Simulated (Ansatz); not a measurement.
AlAu:

```
Au Al
1.0
     3.22394    0.00000    0.00000
     0.00000    3.22394    0.00000
     0.00000    0.00000    3.22394
Au Al
1 1
Cartesian
  1.6120 1.6120 1.6120
  0.0000 0.0000 0.0000
```

The cell comes from a database or a generator and needn't be the stable form of this composition.

- Program: Ansatz 0.2.0
- Task: relaxation of cell and atoms
- Functional: PBEsol0
- Potentials or basis: Ansatz PAW
- Cutoff: 420 eV (not typed: the program's choice for these potentials)
- k mesh: 4 × 4 × 4
- Occupations: fermi-dirac, width 0.05 eV
- Spin: no spin polarisation

At the start: volume 16.75 Å³/atom.

Task: Where does the relaxation end?

Result: It ends after 5 steps and the volume is 15.64 Å³/atom (-6.6 %); space group Pm-3m (No. 221, to 0.05 Å).

Step by step:
| step | energy change (eV) | largest force (eV/Å) | volume (Å³) |
| --- | --- | --- | --- |
| 1 | 0.0000 | 0.0000 | 33.51 |
| 2 | -0.0685 | 0.0000 | 31.54 |
| 3 | -0.0697 | 0.0000 | 31.25 |
| 4 | -0.0697 | 0.0000 | 31.28 |
| 5 | -0.0683 | 0.0000 | 31.28 |

Final structure:
```cif
data_structure
_symmetry_space_group_name_H-M 'P 1'
_symmetry_Int_Tables_number 1
_cell_length_a 3.1509
_cell_length_b 3.1509
_cell_length_c 3.1509
_cell_angle_alpha 90.000
_cell_angle_beta 90.000
_cell_angle_gamma 90.000
_cell_volume 31.28
loop_
_atom_site_label
_atom_site_type_symbol
_atom_site_fract_x
_atom_site_fract_y
_atom_site_fract_z
_atom_site_occupancy
Au1 Au 0.50000 0.50000 0.50000 1
Al1 Al 0.00000 0.00000 0.00000 1
```

Caveat: the k mesh is coarse (spacing up to 0.49 Å⁻¹), so the values aren't converged, least of all with exact exchange; the plane-wave basis is chosen anew once the cell has moved, so the energies of steps on either side of that aren't comparable; the PAW data sets come from PBE, with cores solved anew for the run's functional, which leaves a small shift of forces and pressure.
